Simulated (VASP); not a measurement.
# Ru (Fm-3m) in VASP: notebook

One crystal, Ru, is run at these levels: revPBE+D2+U, LAK, TB-mBJ; tasks: density of states, band structure.

All numbers are computed with VASP 6.6.1; they aren't measurements. Logs are shortened: lines on timing, memory, paths and dates and some standing lists are left out, and cuts for length are marked.

## Step 1: Starting point

Symmetry: Fm-3m, No. 225, cubic system. Conventional cell: a = 3.830 Å, b = 3.830 Å, c = 3.830 Å, α = 90.00°, β = 90.00°, γ = 90.00°. Ru (site symmetry m-3m) is surrounded by 12 Ru at 2.71 Å.

This isn't the form of Ru at room conditions, which is hcp.

## Step 2: Density of states, revPBE+D2+U, spin-orbit coupling, no magnetisation

POSCAR

```
Ru
1.0
    0.0000000000      1.9150000000      1.9150000000
    1.9150000000      0.0000000000      1.9150000000
    1.9150000000      1.9150000000      0.0000000000
Ru
1
Direct
    0.0000000000      0.0000000000      0.0000000000
```

INCAR.step1

```
SYSTEM = Ru
PREC = Accurate ; ENCUT = 520
EDIFF = 1E-6 ; ISMEAR = -1
SIGMA = 0.1 ; LREAL = .FALSE.
LASPH = .TRUE. ; NELM = 80
ALGO = Normal ; ISIF = 2
LWAVE = .FALSE. ; LCHARG = .TRUE.
MAGMOM = 0 0 0 ; LSORBIT = .TRUE.
GGA_COMPAT = .FALSE. ; LMAXMIX = 4
LDAU = .TRUE. ; LDAUTYPE = 2
LDAUL = 2 ; LDAUU = 3
LDAUJ = 1 ; LDAUPRINT = 1
GGA = RE ; IVDW = 1
NBANDS = 25
```

KPOINTS.step1

```
Automatic mesh
0
G
  9 9 9
  0 0 0
```

INCAR.step2

```
SYSTEM = Ru
PREC = Accurate ; ENCUT = 520
EDIFF = 1E-6 ; ISMEAR = -5
SIGMA = 0.1 ; LREAL = .FALSE.
LASPH = .TRUE. ; NELM = 80
ALGO = Normal ; ISIF = 2
LWAVE = .FALSE. ; LCHARG = .FALSE.
MAGMOM = 0 0 0 ; LORBIT = 10
LSORBIT = .TRUE. ; GGA_COMPAT = .FALSE.
LMAXMIX = 4 ; LDAU = .TRUE.
LDAUTYPE = 2 ; LDAUL = 2
LDAUU = 3 ; LDAUJ = 1
LDAUPRINT = 1 ; GGA = RE
IVDW = 1 ; NBANDS = 25
NEDOS = 2001 ; ICHARG = 11
```

KPOINTS.step2

```
Automatic mesh
0
G
  14 14 14
  0 0 0
```

Potentials or basis: VASP PAW PBE potentials, release 64 (Ru_pv).

Launch:

```console
> cat potpaw_PBE.64/Ru_pv/POTCAR > POTCAR
> cp INCAR.step1 INCAR
> cp KPOINTS.step1 KPOINTS
> mpirun -np 1 vasp_ncl > vasp.out
> cp INCAR.step2 INCAR
> cp KPOINTS.step2 KPOINTS
> mpirun -np 1 vasp_ncl > vasp.out
```

OUTCAR:

```text
SYSTEM = Ru
   PREC = Accurate
   ENCUT = 520
   EDIFF = 1E-6
   ISMEAR = -5
   LREAL = .FALSE.
   LASPH = .TRUE.
   NELM = 80
   ISIF = 2
   LORBIT = 10
   LSORBIT = .TRUE.
   GGA = RE
   IVDW = 1
   ICHARG = 11
  IVDW =   1

 ion  position               nearest neighbor table
   1  0.000  0.000  0.000-

  LATTYP: Found a face centered cubic cell.
 ALAT       =     3.8300000000

  Lattice vectors:

 A1 = (   0.0000000000,   1.9150000000,   1.9150000000)
 A2 = (   1.9150000000,   0.0000000000,   1.9150000000)
 A3 = (   1.9150000000,   1.9150000000,   0.0000000000)

Analysis of symmetry for initial positions (statically):
=====================================================================
 Subroutine PRICEL returns:
 Original cell was already a primitive cell.

 Routine SETGRP: Setting up the symmetry group for a
 face centered cubic supercell.

 Subroutine GETGRP returns: Found 48 space group operations
 (whereof 48 operations were pure point group operations)
 out of a pool of 48 trial point group operations.

The static configuration has the point symmetry O_h .

Analysis of symmetry for dynamics (positions and initial velocities):
=====================================================================
 Subroutine PRICEL returns:
 Original cell was already a primitive cell.

 Routine SETGRP: Setting up the symmetry group for a
 face centered cubic supercell.

 Subroutine GETGRP returns: Found 48 space group operations
 (whereof 48 operations were pure point group operations)
 out of a pool of 48 trial point group operations.

The dynamic configuration has the point symmetry O_h .

Analysis of structural, dynamic, and magnetic symmetry:
=====================================================================
 Subroutine PRICEL returns:
 Original cell was already a primitive cell.

 Routine SETGRP: Setting up the symmetry group for a
 face centered cubic supercell.

 Subroutine GETGRP returns: Found 48 space group operations
 (whereof 48 operations were pure point group operations)
 out of a pool of 48 trial point group operations.

The overall configuration has the point symmetry O_h .

 Subroutine INISYM returns: Found 48 space group operations
 (whereof 48 operations are pure point group operations),
 and found     1 'primitive' translations

----------------------------------------------------------------------------------------

                                     Primitive cell

  volume of cell :      14.0455

  direct lattice vectors                    reciprocal lattice vectors
     0.000000000  1.915000000  1.915000000    -0.261096606  0.261096606  0.261096606
     1.915000000  0.000000000  1.915000000     0.261096606 -0.261096606  0.261096606
     1.915000000  1.915000000  0.000000000     0.261096606  0.261096606 -0.261096606

  length of vectors
     2.708218972  2.708218972  2.708218972     0.452232587  0.452232587  0.452232587

  position of ions in fractional coordinates (direct lattice)
     0.000000000  0.000000000  0.000000000

  ion indices of the primitive-cell ions
   primitive index   ion index
                 1           1

----------------------------------------------------------------------------------------

 KPOINTS: Automatic mesh

Automatic generation of k-mesh.
 Grid dimensions read from file:
 generate k-points for:   14   14   14

 Generating k-lattice:

  Cartesian coordinates                     Fractional coordinates (reciprocal lattice)
    -0.018649758  0.018649758  0.018649758     0.071428571  0.000000000  0.000000000
     0.018649758 -0.018649758  0.018649758     0.000000000  0.071428571  0.000000000
     0.018649758  0.018649758 -0.018649758     0.000000000  0.000000000  0.071428571

[... 144 lines left out ...]
  o =  0.6410  v = -0.0000 -0.1976 -0.0000  0.0006  0.0000 -0.3889  0.0000  0.0000 -0.0000  0.0030      0.0000  0.0007  0.0000  0.1913 -0.0000  0.0013 -0.0000  0.0082  0.0000  0.8792
  o =  0.6410  v = -0.3889  0.0000 -0.0000  0.0000  0.0000  0.0000  0.1976 -0.0000 -0.0000 -0.0000      0.0000 -0.0000 -0.0082  0.0000 -0.8792 -0.0000 -0.0000 -0.0000  0.1913 -0.0000

 BZINTS: Fermi energy:   22.201257;   14.000000 electrons
         Band energy: 0.431456E+02;  BLOECHL correction:   -0.114421

 number of electron      13.9999998 magnetization       0.0000000      0.0000000      0.0000000

 Free energy of the ion-electron system (eV)
  ---------------------------------------------------
  ext. energy  EPLUGINS =         0.00000000
  ---------------------------------------------------
  free energy    TOTEN  =       147.35256339 eV

  energy without entropy =      147.35256339  energy(sigma->0) =      147.35256339

 number of electron      13.9999998 magnetization       0.0000000      0.0000000      0.0000000

 Free energy of the ion-electron system (eV)
  ---------------------------------------------------
  ext. energy  EPLUGINS =         0.00000000
  ---------------------------------------------------
  free energy    TOTEN  =        -6.35075614 eV

  energy without entropy =       -6.35075614  energy(sigma->0) =       -6.35075614

------------------------ aborting loop because EDIFF is reached ----------------------------------------

 total charge

# of ion       s       p       d       tot
------------------------------------------
    1        0.393   6.283   5.946  12.621

 magnetization (x)

# of ion       s       p       d       tot
------------------------------------------
    1        0.000  -0.000  -0.000  -0.000

 magnetization (y)

# of ion       s       p       d       tot
------------------------------------------
    1        0.000   0.000  -0.000   0.000

 magnetization (z)

# of ion       s       p       d       tot
------------------------------------------
    1        0.000  -0.000  -0.000  -0.000

  DFT-D2 method for vdW energy calculation
  -------------------------------------------------------------------
  Number of pair interactions contributing to vdW energy:   37214
  Edisp (eV):   -1.12913

  FORCE on cell =-STRESS in cart. coord.  units (eV):
  Direction    XX          YY          ZZ          XY          YZ          ZX
  --------------------------------------------------------------------------------------
  -------------------------------------------------------------------------------------
  Total      -1.81430    -1.81430    -1.81430     0.00000     0.00000     0.00000
  in kB    -206.95886  -206.95886  -206.95886     0.00000     0.00000     0.00000
  external pressure =     -206.96 kB  Pullay stress =        0.00 kB

 VOLUME and BASIS-vectors are now :
 -----------------------------------------------------------------------------
  energy-cutoff  :      520.00
  volume of cell :       14.05
      direct lattice vectors                 reciprocal lattice vectors
     0.000000000  1.915000000  1.915000000    -0.261096606  0.261096606  0.261096606
     1.915000000  0.000000000  1.915000000     0.261096606 -0.261096606  0.261096606
     1.915000000  1.915000000  0.000000000     0.261096606  0.261096606 -0.261096606

  length of vectors
     2.708218972  2.708218972  2.708218972     0.452232587  0.452232587  0.452232587

 FORCES acting on ions
    electron-ion (+dipol)            ewald-force                    non-local-force                 convergence-correction
 -----------------------------------------------------------------------------------------------
   -.487E-14 -.161E-13 -.951E-14   -.205E-15 0.399E-14 0.245E-14   0.000E+00 0.000E+00 0.000E+00   0.679E-14 0.514E-13 0.610E-13
 -----------------------------------------------------------------------------------------------
   -.487E-14 -.161E-13 -.951E-14   -.205E-15 0.399E-14 0.245E-14   0.000E+00 0.000E+00 0.000E+00   0.679E-14 0.514E-13 0.610E-13

 POSITION                                       TOTAL-FORCE (eV/Angst)
 -----------------------------------------------------------------------------------
      0.00000      0.00000      0.00000         0.000000      0.000000      0.000000
 -----------------------------------------------------------------------------------
    total drift:                                0.000000      0.000000      0.000000

--------------------------------------------------------------------------------------------------------

  FREE ENERGIE OF THE ION-ELECTRON SYSTEM (eV)
  ---------------------------------------------------
  free  energy   TOTEN  =        -7.4800000476 eV

  energy  without entropy=       -7.4800000476  energy(sigma->0) =       -7.48000005

--------------------------------------------------------------------------------------------------------

--------------------------------------------------------------------------------------------------------

 -----------------------------------------------------------------------------
|                                                                             |
|           W    W    AA    RRRRR   N    N  II  N    N   GGGG   !!!           |
|           W    W   A  A   R    R  NN   N  II  NN   N  G    G  !!!           |
|           W    W  A    A  R    R  N N  N  II  N N  N  G       !!!           |
|           W WW W  AAAAAA  RRRRR   N  N N  II  N  N N  G  GGG   !            |
|           WW  WW  A    A  R   R   N   NN  II  N   NN  G    G                |
|           W    W  A    A  R    R  N    N  II  N    N   GGGG   !!!           |
|                                                                             |
|     Tetrahedron method does not include variations of the Fermi             |
|     occupations, so forces and stress will be inaccurate. We suggest        |
|     using a different smearing scheme ISMEAR = 1 or 2 for metals in         |
|     relaxations.                                                            |
|                                                                             |
 -----------------------------------------------------------------------------

 Spin-Orbit-Coupling matrix elements

 Ion:    1  E_soc:     -0.2785101
 l=   1
     0.0000000    -0.0364914    -0.0364914
    -0.0364914     0.0000000    -0.0364914
    -0.0364914    -0.0364914     0.0000000
 l=   2
     0.0000000    -0.0017763     0.0000000    -0.0017763    -0.0081506
    -0.0017763     0.0000000    -0.0061129    -0.0017763    -0.0020376
     0.0000000    -0.0061129     0.0000000    -0.0061129     0.0000000
    -0.0017763    -0.0017763    -0.0061129     0.0000000    -0.0020376
    -0.0081506    -0.0020376     0.0000000    -0.0020376     0.0000000
 l=   3
     0.0000000     0.0000000     0.0000000     0.0000000     0.0000000     0.0000000     0.0000000
     0.0000000     0.0000000     0.0000000     0.0000000     0.0000000     0.0000000     0.0000000
     0.0000000     0.0000000     0.0000000     0.0000000     0.0000000     0.0000000     0.0000000
     0.0000000     0.0000000     0.0000000     0.0000000     0.0000000     0.0000000     0.0000000
     0.0000000     0.0000000     0.0000000     0.0000000     0.0000000     0.0000000     0.0000000
     0.0000000     0.0000000     0.0000000     0.0000000     0.0000000     0.0000000     0.0000000
     0.0000000     0.0000000     0.0000000     0.0000000     0.0000000     0.0000000     0.0000000

 total charge

# of ion       s       p       d       tot
------------------------------------------
    1        0.393   6.283   5.946  12.621

 magnetization (x)

# of ion       s       p       d       tot
------------------------------------------
    1        0.000  -0.000  -0.000  -0.000

 magnetization (y)

# of ion       s       p       d       tot
------------------------------------------
    1        0.000   0.000  -0.000   0.000

 magnetization (z)

# of ion       s       p       d       tot
------------------------------------------
    1        0.000  -0.000  -0.000  -0.000

 BZINTS: Fermi energy:   12.048219;   14.000000 electrons
         Band energy:-0.110558E+03;  BLOECHL correction:   -0.051204
 BZINTS: Fermi energy:   12.048219;   14.000000 electrons
         Band energy:-0.110558E+03;  BLOECHL correction:   -0.051204
 BZINTS: Fermi energy:   12.048219;   14.000000 electrons
         Band energy:-0.110558E+03;  BLOECHL correction:   -0.051204
 BZINTS: Fermi energy:   12.048219;   14.000000 electrons
         Band energy:-0.110558E+03;  BLOECHL correction:   -0.051204

=======================================================================
```

It took 35 s on 1 thread of AMD EPYC 9R45 (Zen 5), shared host; peak memory 0.16 GiB.

What came out:

```yaml
Valence_electrons_inside_the_program's_atomic_spheres: Ru 12.62
Dispersion_energy_per_atom: -1.129 eV
```

Caveat: the PAW data sets were made with another functional, which shifts forces and pressure a little; the U is typed as a test and isn't derived for this compound.

## Step 3: Density of states, LAK (volume scaled by 1.04)

INCAR

```
ALGO = Normal
EDIFF = 1E-6
ENCUT = 520
ISIF = 2
ISMEAR = -5
LASPH = T
LCHARG = F
LMAXMIX = 4
LMIXTAU = T
LORBIT = 11
LREAL = F
LWAVE = F
METAGGA = LAK
NEDOS = 2001
NELM = 60
PREC = Accurate
SIGMA = 0.01
```

KPOINTS

```
k-points
0
Gamma
  12 12 12
```

POSCAR

```
Ru
1.0
    0.0000000000      1.9402002583      1.9402002583
    1.9402002583      0.0000000000      1.9402002583
    1.9402002583      1.9402002583      0.0000000000
Ru
1
Cartesian
    0.0000000000      0.0000000000      0.0000000000
```

Potentials or basis: VASP PAW PBE potentials, release 64 (Ru_pv).

Launch:

```console
> cat potpaw_PBE.64/Ru_pv/POTCAR > POTCAR
> mpirun -np 1 vasp_std > vasp.out
```

It took 42 s on 1 thread of Intel Xeon Platinum 8488C (Sapphire Rapids), shared host; peak memory 0.13 GiB.

It converged, with:

```yaml
Free_energy: 19.6040 eV
Pressure: -8.9 GPa
Band_gap_on_the_k_mesh: none (metal or under the smearing width)
Valence_electrons_inside_the_program's_atomic_spheres: Ru 12.52
```

Levels at points of the mesh, in eV from the Fermi level:
| k point | band 4 | band 5 | band 6 | band 7 | band 8 | band 9 | band 10 | band 11 |
| --- | --- | --- | --- | --- | --- | --- | --- | --- |
| (0.00, 0.00, 0.00) | -7.71 | -2.39 | -2.39 | -2.39 | -0.15 | -0.15 | 8.72 | 15.64 |
| (0.50, 0.00, 0.00) | -5.80 | -2.52 | -2.52 | 1.09 | 1.60 | 1.60 | 8.71 | 9.95 |
| (0.50, 0.50, 0.00) | -6.00 | -5.62 | 1.52 | 2.10 | 2.10 | 3.64 | 8.71 | 13.54 |

States per cell in windows of 1 eV (zero at the Fermi level; states under -8 eV left out):
```csv
from (eV),total,Ru1_d,Ru1_s,Ru1_p
-8.0,0.02,0.00,0.01,0.00
-7.0,0.09,0.00,0.04,0.00
-6.0,0.95,0.53,0.14,0.03
-5.0,1.53,1.05,0.09,0.05
-4.0,1.10,0.83,0.01,0.05
-3.0,1.68,1.30,0.03,0.08
-2.0,1.32,1.05,0.02,0.06
-1.0,1.31,1.11,0.01,0.04
0.0,1.12,1.00,0.01,0.02
1.0,1.37,1.28,0.01,0.02
2.0,0.27,0.19,0.01,0.03
3.0,0.24,0.14,0.02,0.04
4.0,0.25,0.12,0.02,0.05
5.0,0.24,0.11,0.02,0.06
6.0,0.21,0.08,0.05,0.06
7.0,0.19,0.06,0.23,0.05
```

Caveat: the PAW data sets were made with another functional, which shifts forces and pressure a little; tetrahedron occupations give inexact forces and stress in metals.

## Step 4: Band structure, TB-mBJ, spin-orbit coupling, no magnetisation

POSCAR

```
Ru
1.0
    0.0000000000      1.9150000000      1.9150000000
    1.9150000000      0.0000000000      1.9150000000
    1.9150000000      1.9150000000      0.0000000000
Ru
1
Cartesian
    0.0000000000      0.0000000000      0.0000000000
```

INCAR.step1

```
ALGO     = Normal         # electronic algorithm
EDIFF    = 1E-5           # SCF threshold, eV
ENCUT    = 520            # plane-wave cutoff, eV
GGA      = PE             # functional
GGA_COMPAT= False        
ISIF     = 2              # what is computed and relaxed
ISMEAR   = 0              # smearing method
LASPH    = True           # aspherical terms in the spheres
LCHARG   = False          # write CHGCAR
LMAXMIX  = 4              # l up to which the mixer works
LNONCOLLINEAR= True           # non-collinear magnetism
LORBIT   = 11             # projections on sites
LREAL    = False          # projectors in reciprocal space
LSORBIT  = True           # spin-orbit coupling
LWAVE    = True           # write WAVECAR
MAGMOM   = 0 0 0          # initial moments
NELM     = 100            # most SCF steps
PREC     = Accurate       # precision mode
SIGMA    = 0.1            # smearing width, eV
```

INCAR.step2

```
ALGO     = Normal         # electronic algorithm
EDIFF    = 1E-6           # SCF threshold, eV
ENCUT    = 520            # plane-wave cutoff, eV
GGA_COMPAT= False        
ISIF     = 2              # what is computed and relaxed
ISMEAR   = 0              # smearing method
ISTART   = 1            
LASPH    = True           # aspherical terms in the spheres
LCHARG   = False          # write CHGCAR
LMAXMIX  = 4              # l up to which the mixer works
LNONCOLLINEAR= True           # non-collinear magnetism
LORBIT   = 11             # projections on sites
LREAL    = False          # projectors in reciprocal space
LSORBIT  = True           # spin-orbit coupling
LWAVE    = False          # write WAVECAR
MAGMOM   = 0 0 0          # initial moments
METAGGA  = MBJ            # meta-GGA
NELM     = 100            # most SCF steps
PREC     = Accurate       # precision mode
SIGMA    = 0.1            # smearing width, eV
```

KPOINTS

```
k-points
0
Gamma
  9 9 9
```

KPOINTS_OPT

```
path GXWKGLUWLK,UX
15
line-mode
reciprocal
 0.0000000000  0.0000000000  0.0000000000  G
 0.5000000000  0.0000000000  0.5000000000  X

 0.5000000000  0.0000000000  0.5000000000  X
 0.5000000000  0.2500000000  0.7500000000  W

 0.5000000000  0.2500000000  0.7500000000  W
 0.3750000000  0.3750000000  0.7500000000  K

 0.3750000000  0.3750000000  0.7500000000  K
 0.0000000000  0.0000000000  0.0000000000  G

 0.0000000000  0.0000000000  0.0000000000  G
 0.5000000000  0.5000000000  0.5000000000  L

 0.5000000000  0.5000000000  0.5000000000  L
 0.6250000000  0.2500000000  0.6250000000  U

 0.6250000000  0.2500000000  0.6250000000  U
 0.5000000000  0.2500000000  0.7500000000  W

 0.5000000000  0.2500000000  0.7500000000  W
 0.5000000000  0.5000000000  0.5000000000  L

 0.5000000000  0.5000000000  0.5000000000  L
 0.3750000000  0.3750000000  0.7500000000  K

 0.6250000000  0.2500000000  0.6250000000  U
 0.5000000000  0.0000000000  0.5000000000  X
```

Launch:

```console
> cat potpaw_PBE.64/Ru_pv/POTCAR > POTCAR
> cp INCAR.step1 INCAR
> mpirun -np 1 vasp_ncl > vasp.out
> cp INCAR.step2 INCAR
> mpirun -np 1 vasp_ncl > vasp.out
```

Run time: 73 s. Hardware: 1 thread of Intel Xeon 6975P-C (Granite Rapids), shared host; peak memory 0.18 GiB.

Results (log left out):

- Valence electrons inside the program's atomic spheres: Ru 12.73

Caveat: the PAW data sets were made with another functional, which shifts forces and pressure a little.
